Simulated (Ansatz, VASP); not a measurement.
# One calculation of InP, two programs

The input INCAR:

```
ALGO = Fast ; EDIFF = 1E-7
ENCUT = 520 ; GGA = PE
ISIF = 2 ; ISMEAR = 0
LASPH = True ; LCHARG = False
LORBIT = 11 ; LREAL = False
LWAVE = False ; NELM = 60
PREC = Accurate ; SIGMA = 0.02
```

KPOINTS

```
k-points
0
Gamma
  8 8 8
```

Contents of POSCAR:

```
InP
1.0
    0.0000000000      2.7688340000      2.7688340000
    2.7688340000      0.0000000000      2.7688340000
    2.7688340000      2.7688340000      0.0000000000
In P
1 1
Direct
    0.0000000000      0.0000000000      0.0000000000
    0.5000000000      0.5000000000      0.5000000000
```

The input input.yaml:

```yaml
crystal:
  lattice:
    - [0.0, 2.768834, 2.768834]
    - [2.768834, 0.0, 2.768834]
    - [2.768834, 2.768834, 0.0]
  atoms:
    - { symbol: In, position: [0.0, 0.0, 0.0] }
    - { symbol: P, position: [0.5, 0.5, 0.5] }
hamiltonian:
  xc: pbe
  pseudopotentials: { kind: paw }
kpoints:
  mp_grid: { grid: [8, 8, 8] }
scf:
  occupations: { method: gaussian, width: 0.02 }
output:
  forces: true
  stress: true
  eigenvalues: true
```

Measurements of this composition are mostly on another form, of space group No. 216.

Alike in both runs: functional PBE; k mesh 8 × 8 × 8; occupations gaussian, width 0.02 eV; no spin polarisation.

```csv
,VASP,Ansatz
version,VASP 6.6.1,Ansatz 0.2.0
potentials or method,"VASP PAW PBE potentials, release 64 (In_d, P)",Ansatz PAW
plane-wave cutoff (eV),520,420
valence electrons in the cell,18,18
task,atomic charges,single point
```

```tsv
	VASP	Ansatz	Ansatz less VASP
gap on the k mesh at the Fermi level (eV)	none	none	-
pressure (GPa)	-0.1	-0.1	+0.02
```

A gap of «none» marks a metal or a gap that the smearing closes.
